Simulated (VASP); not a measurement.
InSb, 2 atoms in the cell. The structure is cubic, space group F-43m (No. 216). The conventional cell has a = 6.478 Å, b = 6.478 Å, c = 6.478 Å, α = 90.00°, β = 90.00°, γ = 90.00°. Around In (site symmetry -43m) lie 4 Sb at 2.81 Å. Sb (site symmetry -43m) has 4 In at 2.81 Å as nearest neighbours. The cell was built by a generator and needn't be a form met in nature.

| Item | Value |
| --- | --- |
| Program | VASP 6.6.1 |
| Task | relaxation of cell and atoms |
| Functional | PBEsol |
| Potentials or basis | VASP PAW PBE potentials, release 64 (In_d, Sb) |
| Cutoff | 600 eV |
| k mesh | 10 × 10 × 10 |
| Occupations | gaussian, width 0.03 eV |
| Spin | no spin polarisation |
| Further INCAR settings | ALGO = Normal; EDIFF = 1e-06; IBRION = 2; EDIFFG = -0.01; NSW = 90; ISIF = 3 |

Potentials or basis: VASP PAW PBE potentials, release 64 (In_d, Sb).

Run with:

```console
$ cat potpaw_PBE.64/In_d/POTCAR potpaw_PBE.64/Sb/POTCAR > POTCAR
$ mpirun -np 1 vasp_std > vasp.out
```

Hardware: 1 thread of Intel(R) Xeon(R) Platinum 8488C (Sapphire Rapids) (shared host).

Task: Estimate the wall time of this run.

Result: Wall time 76 s on 1 thread of Intel(R) Xeon(R) Platinum 8488C (Sapphire Rapids), with other jobs on the host, peak memory 0.27 GiB. Counts: scf iterations 27, k points 47, ion steps 3.
